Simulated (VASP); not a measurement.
Runs of VASP 6.6.1 on AlGa7N8. Symmetry: P3m1, No. 156, trigonal system. Conventional cell: a = 6.339 Å, b = 6.339 Å, c = 5.149 Å, α = 90.00°, β = 90.00°, γ = 120.00°. Al (site symmetry 3m) is surrounded by 4 N at 1.93 to 1.94 Å. Ga (site symmetry m) is surrounded by 4 N at 1.93 to 1.94 Å. Ga (site symmetry m) has 4 N at 1.93 to 1.94 Å as nearest neighbours. Ga (site symmetry 3m) has 4 N at 1.93 to 1.94 Å as nearest neighbours. Around N (site symmetry 3m) lie 1 Al at 1.93 Å and 3 Ga at 1.94 Å. N (site symmetry m) is surrounded by 4 Ga at 1.93 to 1.94 Å. N (site symmetry m) is surrounded by 3 Ga at 1.93 to 1.94 Å and 1 Al at 1.94 Å. N (site symmetry 3m) has 4 Ga at 1.93 to 1.94 Å as nearest neighbours. The cell was built by a generator and needn't be a form met in nature.

```csv
task,level,spin,cell,k mesh,cutoff (eV),gap on the mesh (eV),pressure (GPa),largest force (eV/Å)
relaxation of cell and atoms,PBEsol,off,relaxed,6 × 6 × 5,600,2.17,-0.1,0.01
band structure,PBEsol,off,"P3m1, 11.24 Å³/atom",6 × 6 × 5,520,2.17,0.1,-
band structure,r2SCAN,off,"P3m1, 11.24 Å³/atom",6 × 6 × 5,520,2.64,1.1,(a)
band structure,PBEsol,"SOC, no magnetisation","P3m1, 11.24 Å³/atom",6 × 6 × 4,520,-,0.1,-
band structure,TB-mBJ,off,"P3m1, 11.24 Å³/atom",6 × 6 × 5,520,3.36,-,-
```

Alike in all rows: potentials or basis VASP PAW PBE potentials, release 64 (Al, Ga_d, N); smearing gaussian 0.03 eV.

Q: Fill in the values left out.

A: (a) 0.17.

Caveats: the PAW data sets were made with another functional, which shifts forces and pressure a little.

A k mesh can miss the band edges, and rows without SOC leave out spin-orbit coupling on Ga.
